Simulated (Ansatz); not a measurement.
# GaSb (F-43m): equation of state and elastic constants

An exercise on one series of results from a longer session: the logs are not shown, and one member is left open.

The COD entry's cell or inner coordinates are ideal or old and differ from later refinements, so a difference from it is no clean test against experiment.

Method: DFT PBEsol, scalar-relativistic, plane waves, PAW, in Ansatz 0.2.0.

## The starting structure

It takes space group F-43m (No. 216, cubic). The conventional cell has a = 6.112 Å, b = 6.112 Å, c = 6.112 Å, α = 90.00°, β = 90.00°, γ = 90.00°. Ga (site symmetry -43m) has 4 Sb at 2.65 Å as nearest neighbours. Sb (site symmetry -43m) has 4 Ga at 2.65 Å as nearest neighbours.

Structure file:

```
Ga Sb
1.0
     0.00000    3.05577    3.05577
     3.05577    0.00000    3.05577
     3.05577    3.05577    0.00000
Ga Sb
1 1
Cartesian
  0.0000 0.0000 0.0000
  4.5836 4.5836 4.5836
```

An earlier run at PBEsol left this cell at 28.534 Å³/atom and -0.01 GPa (10×10×10 mesh).

Volume factors to run: 0.980, 1.020, 0.960, 1.040.

Set-up of the first run:

Input file input.yaml:

```yaml
crystal:
  lattice:
    - [0.0, 3.0352566169, 3.0352566169]
    - [3.0352566169, 0.0, 3.0352566169]
    - [3.0352566169, 3.0352566169, 0.0]
  atoms:
    - { symbol: Ga, position: [0.0, 0.0, 0.0] }
    - { symbol: Sb, position: [0.75, 0.75, 0.75] }
basis:
  ecutwfc: 420
  ecutrho_ratio: 4
kpoints:
  mp_grid: { grid: [10, 10, 10] }
hamiltonian:
  xc: pbesol
scf:
  occupations: { method: gaussian, width: 0.05 }
output:
  forces: true
  stress: true
  eigenvalues: true
```

Among the steps run: At 0.980 of the relaxed volume; At 1.020 of the relaxed volume; At 0.960 of the relaxed volume; At 1.040 of the relaxed volume.

One of the session's tables, all rows but one given; the rest of the session is left out.

It belongs to the step «Energy and pressure against volume». 

| volume (Å³/atom) | energy (meV/atom) | pressure (GPa) |
| --- | --- | --- |
| 27.392 | 7.73 | 2.29 |
| 27.963 | 1.81 | 1.06 |
| 28.534 | 0.00 | -0.01 |
| 29.105 | ? | ? |
| 29.675 | 6.83 | -1.85 |

**Question.** Estimate the row for volume (Å³/atom) = 29.105.

Worked estimate for «energy (meV/atom)». A straight line through the neighbours (28.534, 0.00) and (29.675, 6.83) gives 0.00 + (6.83 − 0.00) × (29.105 − 28.534) / (29.675 − 28.534) = 3.42; a parabola fitted to 3 rows on both sides gives 1.68.

The run gave: energy (meV/atom): 1.77; pressure (GPa): -0.98. In «energy (meV/atom)» the line misses by +1.65 and the parabola by -0.09.
